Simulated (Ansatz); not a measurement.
# Al2Pt in Ansatz: the effect of target pressure

Al2Pt:

```
CELL_PARAMETERS angstrom
0.00000 2.95500 2.95500
2.95500 0.00000 2.95500
2.95500 2.95500 0.00000
ATOMIC_POSITIONS crystal
Pt 0.00000 0.00000 0.00000
Al 0.75000 0.75000 0.75000
Al 0.25000 0.25000 0.25000
```

Alike in all runs:

| Property | Result |
| --- | --- |
| Program | Ansatz 0.2.0 |
| Task | relaxation of cell and atoms |
| Functional | PBE |
| Potentials or basis | Ansatz PAW |
| Cutoff | 420 eV (not typed: the program's choice for these potentials) |
| k mesh | 8 × 8 × 8 |
| Occupations | fermi-dirac, width 0.05 eV |
| Spin | no spin polarisation |

Each run relaxes the cell or the atoms first.

Problem. One run gave: relaxed volume 17.53 Å³/atom. Which target pressure did it use?
A. 5 GPa
B. 2 GPa
C. 20 GPa
D. 0 GPa
E. 10 GPa

Solution. D.

```csv
target pressure,relaxed volume (Å³/atom)
0 GPa,17.53
2 GPa,17.26
5 GPa,16.91
10 GPa,16.39
20 GPa,15.56
30 GPa,14.90
```

Caveats: the plane-wave basis is chosen anew once the cell has moved, so the energies of steps on either side of that aren't comparable.
